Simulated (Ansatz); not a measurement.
A crystal in the diamond structure was computed with r²SCAN in Ansatz (plane waves, PAW datasets (generated hard set); cutoff 700 eV), no spin polarisation, no spin–orbit coupling, Fermi–Dirac smearing of 0.1 eV, k-spacing 0.17 to 0.19 Å⁻¹. It has a₀ = 6.289 Å and B₀ = 42 GPa.

(1) Which is it?
A. Bi
B. Se
C. Cl
D. P
E. O

## Answers

(1) B. The five: Se 6.289 Å, 42 GPa; Cl 6.438 Å, 18.8 GPa; P 5.428 Å, 45 GPa; O 4.352 Å, 135 GPa; Bi 7.239 Å, 32 GPa.

Model structures, not the usual forms at ambient conditions (metastable or hypothetical): Se, Cl, P, O, Bi. Spin–orbit coupling is left out, which matters for 6p elements such as Tl, Pb and Bi. Potentials made with PBE were used with another functional.
